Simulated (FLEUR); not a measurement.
# Gd under changes of volume

One of the cells (33.103 Å³/atom); the others are scaled copies at fixed shape and fractional positions:

```xyz
2
Lattice="3.6360 0.0000 0.0000 -1.8180 3.1489 0.0000 0.0000 0.0000 5.7826" Properties=species:S:1:pos:R:3 pbc="T T T"
Gd    1.8180    1.0496    4.3369
Gd    0.0000    2.0992    1.4457
```

* Program: FLEUR MaX-R8.1 (later development tree)
* Functional: LDA
* Potentials or basis: all-electron
* Basis: FLAPW
* Kmax: 4.1 1/bohr
* k mesh: 8 × 8 × 5
* Occupations: fermi-dirac, width 0.05 eV
* Spin: collinear spin, ferromagnetic start
* Starting moments: [7.0, 7.0] μB

```csv
volume (Å³/atom),energy over the lowest point (meV/atom),moment (μB per cell)
31.117,0.00,14.92
31.779,9.72,14.97
33.103,36.49,15.04
34.427,71.80,15.09
35.090,?,?
```

Q: What does the run at 35.090 Å³/atom give?

A: Energy over the lowest point 92.21 meV/atom; moment 15.11 μB per cell.

Worked out: A Birch-Murnaghan fit of order 2 (a polynomial in V^(-2/3)) to the other rows has no minimum within the range. It gives 92.06 meV/atom at 35.090 Å³/atom, against the run's 92.21. A parabola through the other rows of the moment, of slope 0.0168 μB per Å³/atom there, extrapolates to 15.10 μB, against the run's 15.11.

Energies are extrapolated to zero smearing.
